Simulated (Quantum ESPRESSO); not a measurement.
## CuCl2: equation of state with PBEsol

CuCl2:

```
Cu Cl
1.0
     4.52065    0.00000    0.00000
     0.00000    4.52065    0.00000
     0.00000    0.00000    4.31771
Cu Cl
1 2
Direct
  0.00000 0.00000 0.00000
  0.00000 0.50000 0.00000
  0.50000 0.00000 0.00000
```

Measurements of this composition are mostly on another form, of space group No. 12.

```
Program             : Quantum ESPRESSO 7.5
Task                : equation of state
Functional          : PBEsol
Potentials or basis : GBRV 1.5 PBEsol
Cutoff              : 762 eV
Density cutoff      : 6095 eV
k mesh              : 6 × 6 × 6
Occupations         : fermi-dirac, width 0.05 eV
Spin                : no spin polarisation
Mixing beta         : 0.5
Most SCF iterations : 120
SCF threshold       : 6e-10 Ry
```

- Equilibrium volume: 28.15 Å³/atom
- Bulk modulus at fixed shape and positions: 40 GPa
- Pressure derivative of the bulk modulus: 4.9

Energy against volume, from the lowest point:
```
volume (Å³/atom)  energy (meV/atom)
          27.648               1.14
          28.236               0.00
          28.824               1.85
          29.413               6.36
          30.001              13.21
          30.589              22.13
          31.177              32.88
```

All runs of the series together: 6.7 min on 2 threads of Intel(R) Xeon(R) Platinum 8375C CPU @ 2.90GHz (Ice Lake), on a shared host.

Caveat: the cell was scaled at fixed shape and fractional positions, which overstates the stiffness of a crystal with free parameters, most of all of layers and chains; this functional lacks dispersion, which binds the layers, so the pressure and a relaxed spacing across them are unreliable; the run has no spin polarisation, though such a crystal can be magnetic.
